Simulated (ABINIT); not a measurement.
Runs of ABINIT 10.8.3 (patched build) on CuO (Tenorite). The structure is monoclinic, space group C2/c (No. 15). The conventional cell has a = 4.684 Å, b = 3.423 Å, c = 5.129 Å, α = 90.00°, β = 99.54°, γ = 90.00°. Cu (site symmetry -1) is surrounded by 4 O at 1.95 to 1.96 Å. Around O (site symmetry 2) lie 4 Cu at 1.95 to 1.96 Å. 

```tsv
level	potentials or basis	cutoff (eV)	gap on the mesh (eV)	pressure (GPa)	largest force (eV/Å)
LDA	PseudoDojo NC SR LDA v0.4.1 standard	1034	none	-	0.50
LDA	PseudoDojo NC SR LDA v0.4.1 standard	1143	none	-	(a)
PBEsol	PseudoDojo NC SR PBEsol v0.4.1 standard	1143	none	-4.0	(b)
PBE	PseudoDojo NC SR PBE v0.4.1 standard	1143	none	-	0.29
PBE	Ansatz NC PBE	1252	none	5.7	0.27
```

Alike in all rows: task single point; no spin polarisation; cell as given; k mesh 8 × 8 × 4; smearing fermi-dirac 0.05 eV.

Q: Fill in the values left out.

A: (a) 0.49; (b) 0.39.

Caveats: the run has no spin polarisation, though such a crystal can be magnetic; semilocal functionals often make such compounds metallic where correlation or magnetic order opens a gap, which also shifts bond lengths.

A gap of «none» marks a metal or a gap under the smearing width.
